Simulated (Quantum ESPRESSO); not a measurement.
Crystal: Ti.

```
CELL_PARAMETERS angstrom
2.95000 0.00000 0.00000
-1.47500 2.55477 0.00000
0.00000 0.00000 4.68000
ATOMIC_POSITIONS crystal
Ti 0.66667 0.33333 0.75000
Ti 0.33333 0.66667 0.25000
```

```yaml
Program: Quantum ESPRESSO 7.5
Task: phonons
Functional: PBE
Potentials_or_basis: SPMS 1.0 PBE
Cutoff: 952 eV
Density_cutoff: 3810 eV
k_mesh: 8 × 8 × 5
Occupations: cold, width 0.2 eV
Spin: no spin polarisation
Mixing_beta: 0.5
Most_SCF_iterations: 120
SCF_threshold: 4e-10 Ry
```

Task: What is the highest optical frequency at the zone centre?

Result: 167 cm⁻¹, a mode of symmetry B1g (silent).

Optical modes at Γ, degenerate ones joined:
| cm⁻¹ | components | symmetry | active in |
| --- | --- | --- | --- |
| 132 | 2 | E2g | Raman |
| 167 | 1 | B1g | silent |

Caveat: the mesh is thin for the phonons of a metal.
